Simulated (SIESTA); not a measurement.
# Co (P6_3/mmc) in SIESTA: further runs, part 2 of 2

SIESTA 5.4.2. The steps go on from the part before.

## Step 3: Band structure, PBEsol, collinear spin, ferromagnetic start

Co.fdf reads:

```
SystemName                      Co
SystemLabel                     Co
NumberOfSpecies                 1
NumberOfAtoms                   2
%block ChemicalSpeciesLabel
  1  27 Co
%endblock ChemicalSpeciesLabel

LatticeConstant                 1.0 Ang
%block LatticeVectors
     2.4719999032     0.0000000000     0.0000000000
    -1.2359999516     2.1408147143     0.0000000000
     0.0000000000     0.0000000000     4.0211440800
%endblock LatticeVectors
AtomicCoordinatesFormat         Fractional
%block AtomicCoordinatesAndAtomicSpecies
     0.6666666667     0.3333333333     0.7500000000  1  Co
     0.3333333333     0.6666666667     0.2500000000  1  Co
%endblock AtomicCoordinatesAndAtomicSpecies

%block kgrid.MonkhorstPack
   12   0   0  0.0
    0  12   0  0.0
    0   0   7  0.0
%endblock kgrid.MonkhorstPack
XC.Functional                   GGA
XC.Authors                      PBEsol
PAO.BasisSize                   SZP
PAO.EnergyShift                 0.003 Ry
Mesh.Cutoff                     800 Ry
Spin                            polarized
%block DM.InitSpin
    1   2.000
    2   2.000
%endblock DM.InitSpin
OccupationFunction              FD
ElectronicTemperature           0.05 eV
MaxSCFIterations                200
SCF.MustConverge                false
SCF.Mixer.Method                Pulay
SCF.Mixer.Weight                0.1
SCF.Mixer.History               10
SCF.DM.Tolerance                5.0e-05
SCF.H.Tolerance                 1.0e-03 eV
WriteForces                     true
Charge.Mulliken                 end
BandLinesScale                  ReciprocalLatticeVectors
%block BandLines
    1    0.000000   0.000000   0.000000  \Gamma
   11    0.500000   0.000000   0.000000  M
    7    0.333333   0.333333   0.000000  K
   13    0.000000   0.000000   0.000000  \Gamma
    6    0.000000   0.000000   0.500000  A
   11    0.500000   0.000000   0.500000  L
    7    0.333333   0.333333   0.500000  H
   13    0.000000   0.000000   0.500000  A
    1    0.500000   0.000000   0.500000  L
    6    0.500000   0.000000   0.000000  M
    1    0.333333   0.333333   0.000000  K
    6    0.333333   0.333333   0.500000  H
%endblock BandLines
```

Potentials or basis: PseudoDojo 0.4 standard (PBEsol files), SZP (energy shift 0.003 Ry).

The run is started by

```console
> siesta < Co.fdf > Co.out 2>&1
```

Co.out:

```text
Version         : 5.4.2

                           ***********************
                           *  WELCOME TO SIESTA  *
                           ***********************

 NOTE: Siesta V5 introduces some new defaults for basis-set generation
 NOTE: which might lead to slightly different numerical results.
 NOTE: Please see the manual for full details and compatibility measures.

reinit: Reading from standard input
reinit: Dumping input in INPUT_TMP.59858
************************** Dump of input data file ****************************
SystemName                      Co
SystemLabel                     Co
NumberOfSpecies                 1
NumberOfAtoms                   2
%block ChemicalSpeciesLabel
  1  27 Co
%endblock ChemicalSpeciesLabel
LatticeConstant                 1.0 Ang
%block LatticeVectors
     2.4719999032     0.0000000000     0.0000000000
    -1.2359999516     2.1408147143     0.0000000000
     0.0000000000     0.0000000000     4.0211440800
%endblock LatticeVectors
AtomicCoordinatesFormat         Fractional
%block AtomicCoordinatesAndAtomicSpecies
     0.6666666667     0.3333333333     0.7500000000  1  Co
     0.3333333333     0.6666666667     0.2500000000  1  Co
%endblock AtomicCoordinatesAndAtomicSpecies
[... 561 lines left out ...]
siesta: Pressure (static):
siesta:                Solid            Molecule  Units
siesta:           0.00018864          0.00018864  Ry/Bohr**3
siesta:           0.01732031          0.01732026  eV/Ang**3
siesta:          27.75019805         27.75011796  kBar

Basis Enthalpy Calculation:
    Basis Pressure for species 1(Co) :      0.2000000 GPa

    Orbital volume contribution        =           1.427204 eV
    (Free)E + p_basis*V_orbitals       =       -8313.986580 eV
    (Free)Eharris+ p_basis*V_orbitals  =       -8313.986580 eV

mulliken: Atomic and Orbital Populations:

mulliken: Spin UP

Species: Co
Atom  Qatom  Qorb
               3s      4s      3py     3pz     3px     4py     4pz     4px
               3dxy    3dyz    3dz2    3dxz    3dx2-y2
   1  9.304   1.005   0.114   1.005   1.004   1.005   0.203   0.203   0.203
              0.910   0.920   0.903   0.920   0.910
   2  9.304   1.005   0.114   1.005   1.004   1.005   0.203   0.203   0.203
              0.910   0.920   0.903   0.920   0.910

mulliken: Qtot =       18.609

mulliken: Spin DOWN

Species: Co
Atom  Qatom  Qorb
               3s      4s      3py     3pz     3px     4py     4pz     4px
               3dxy    3dyz    3dz2    3dxz    3dx2-y2
   1  7.696   1.003   0.112   1.005   1.005   1.005   0.237   0.240   0.237
              0.573   0.564   0.576   0.564   0.573
   2  7.696   1.003   0.112   1.005   1.005   1.005   0.237   0.240   0.237
              0.573   0.564   0.576   0.564   0.573

mulliken: Qtot =       15.391

Mulliken Atomic Populations:
Atom #   charge [q] valence [e]      Sz [e]  Species
     1    -0.000000   17.000000    1.608871  Co
     2     0.000000   17.000000    1.608871  Co
 Total    -0.000000                3.217741

Job completed
```

Run time: 69 s. Hardware: 1 thread of Arm Neoverse V2, shared host; peak memory 0.24 GiB.

Results:

```yaml
Free_energy: -8315.4138 eV
Pressure: 2.8 GPa
Band_gap_on_the_k_mesh: none (metal or under the smearing width)
Net_moment: 3.22 μB per cell
Site_moments: Co +1.61 μB
```

Stress tensor (GPa, compression positive):
```
4.16 0.00 0.00
0.00 4.16 0.00
0.00 0.00 0.00
```

Levels at the corners of the path, in eV from the Fermi level:
Spin up:
| point | band 16 | band 17 | band 18 | band 19 | band 20 | band 21 |
| --- | --- | --- | --- | --- | --- | --- |
| Γ | -1.84 | -1.84 | -1.07 | -0.65 | -0.65 | 8.36 |
| M | -0.48 | -0.40 | -0.32 | 1.15 | 3.13 | 9.56 |
| K | -0.78 | -0.78 | -0.67 | 4.19 | 5.17 | 5.17 |
| Γ | -1.84 | -1.84 | -1.07 | -0.65 | -0.65 | 8.36 |
| A | -2.67 | -0.99 | -0.99 | -0.99 | -0.99 | 28.47 |
| L | -1.12 | -0.38 | -0.38 | 1.04 | 1.04 | 8.45 |
| H | -1.84 | -0.59 | -0.59 | 5.36 | 5.36 | 7.18 |
| A | -2.67 | -0.99 | -0.99 | -0.99 | -0.99 | 28.47 |
| L | -1.12 | -0.38 | -0.38 | 1.04 | 1.04 | 8.45 |
| M | -0.48 | -0.40 | -0.32 | 1.15 | 3.13 | 9.56 |
| K | -0.78 | -0.78 | -0.67 | 4.19 | 5.17 | 5.17 |
| H | -1.84 | -0.59 | -0.59 | 5.36 | 5.36 | 7.18 |
Spin down:
```csv
point,band 13,band 14,band 15,band 16,band 17,band 18,band 19,band 20
Γ,-0.98,-0.98,-0.61,-0.61,-0.13,-0.13,1.16,1.16
M,-1.18,-1.12,-0.69,1.31,1.43,1.49,2.51,4.14
K,-1.44,-1.44,-0.39,0.98,0.98,1.14,5.12,6.04
Γ,-0.98,-0.98,-0.61,-0.61,-0.13,-0.13,1.16,1.16
A,-1.05,-1.05,-1.05,-1.05,0.79,0.79,0.79,0.79
L,-0.08,-0.08,-0.01,-0.01,1.41,1.41,2.03,2.03
H,-2.04,-2.04,-0.16,-0.16,1.19,1.19,6.11,6.11
A,-1.05,-1.05,-1.05,-1.05,0.79,0.79,0.79,0.79
L,-0.08,-0.08,-0.01,-0.01,1.41,1.41,2.03,2.03
M,-1.18,-1.12,-0.69,1.31,1.43,1.49,2.51,4.14
K,-1.44,-1.44,-0.39,0.98,0.98,1.14,5.12,6.04
H,-2.04,-2.04,-0.16,-0.16,1.19,1.19,6.11,6.11
```

Caveat: short orbitals over semicore shells can move pressures by several GPa; the basis of atomic orbitals isn't converged, which shifts pressures, moduli and gaps.
